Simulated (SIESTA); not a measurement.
SiGe:

```
Ge Si
1.0
     3.90445    0.00000    0.00000
    -1.95223    3.38135    0.00000
     0.00000    0.00000    6.45078
Ge Si
2 2
Cartesian
  0.0000 2.2542 0.0025
  1.9522 1.1271 3.2279
  0.0000 2.2542 2.4165
  1.9522 1.1271 5.6419
```

The cell comes from a database or a generator and needn't be the stable form of this composition.

Base run:

| Item | Value |
| --- | --- |
| Program | SIESTA 5.4.2 |
| Functional | PBEsol |
| Potentials or basis | PseudoDojo 0.4 standard (PBEsol files) |
| Basis | DZP (energy shift 0.003 Ry; two zetas on semicore shells) |
| Grid cutoff | 800 Ry |
| Energy shift | 0.003 Ry |
| k mesh | 8 × 8 × 4 |
| Occupations | fermi-dirac, width 0.05 eV |
| Spin | no spin polarisation |

Its results: band gap on the k mesh 0.44 eV, direct; pressure 0.8 GPa; largest force 0.021 eV/Å.

**Question.** The run is repeated on the same cell with these changes: functional from PBEsol to LDA; potentials or basis from PseudoDojo 0.4 standard (PBEsol files) to PseudoDojo 0.4 standard (LDA files). What comes out?

**Answer.** Band gap on the k mesh 0.40 eV, direct; pressure -1.2 GPa; largest force 0.010 eV/Å.

Caveats: the basis of atomic orbitals isn't converged, which shifts pressures, moduli and gaps.
